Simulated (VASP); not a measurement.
Write the native input for VASP 6.6.1 that does the following.

| Quantity | Value |
| --- | --- |
| Task | relaxation of cell and atoms |
| Functional | PBEsol |
| Potentials or basis | VASP PAW PBE potentials, release 64 (Ti_sv, O) |
| Cutoff | 600 eV |
| k mesh | 9 × 9 × 7 |
| Occupations | fermi-dirac, width 0.05 eV |
| Spin | no spin polarisation |
| Further INCAR settings | ALGO = Normal; EDIFF = 1e-06; IBRION = 2; EDIFFG = -0.01; NSW = 40; ISIF = 3 |

The structure of TiO lies in POSCAR:

```
TiO
1.0
    3.0093900000      0.0000000000      0.0000000000
    0.0000000000      3.0093900000      0.0000000000
    0.0000000000      0.0000000000      3.6804200000
Ti O
1 1
Direct
    0.0000000000      0.0000000000      0.0000000000
    0.0000000000      0.0000000000      0.5000000000
```

The cell was built by a generator and needn't be a form met in nature.

These files were run (other wordings do the same):

INCAR

```
PREC     = Accurate       # precision mode
ENCUT    = 600            # plane-wave cutoff, eV
EDIFF    = 1E-6           # SCF threshold, eV
ISMEAR   = -1             # smearing method
SIGMA    = 0.05           # smearing width, eV
LREAL    = F              # projectors in reciprocal space
LASPH    = T              # aspherical terms in the spheres
NELM     = 60             # most SCF steps
ALGO     = Normal         # electronic algorithm
ISIF     = 3              # what is computed and relaxed
LWAVE    = F              # write WAVECAR
LCHARG   = F              # write CHGCAR
GGA      = PS             # functional
IBRION   = 2              # ionic algorithm
NSW      = 40             # ionic steps
EDIFFG   = -0.01          # ionic threshold
```

KPOINTS

```
regular mesh
0
Gamma
  9 9 7
```

Potentials or basis: VASP PAW PBE potentials, release 64 (Ti_sv, O).

Command:

```sh
$ cat potpaw_PBE.64/Ti_sv/POTCAR potpaw_PBE.64/O/POTCAR > POTCAR
$ mpirun -np 1 vasp_std > vasp.out
```

Results of the run:

The relaxed volume is 15.85 Å³/atom. The relaxed cell is a = 2.944 Å, b = 2.944 Å, c = 3.656 Å, α = 90.00°, β = 90.00°, γ = 90.00° and the space group after relaxing (to 0.05 Å) is P4/mmm (No. 123). The energy gained by relaxing is 7.5 meV/atom. The ionic steps are 10 and the pressure after relaxing is 0.0 GPa. The band gap on the k mesh is none (metal or under the smearing width).

Caveat: the PAW data sets were made with another functional, which shifts forces and pressure a little; semilocal functionals often make such compounds metallic where correlation or magnetic order opens a gap, which also shifts bond lengths.

Run time: 59 s on 1 thread of Intel(R) Xeon(R) 6975P-C (Granite Rapids), on a shared host, peak memory 0.17 GiB.
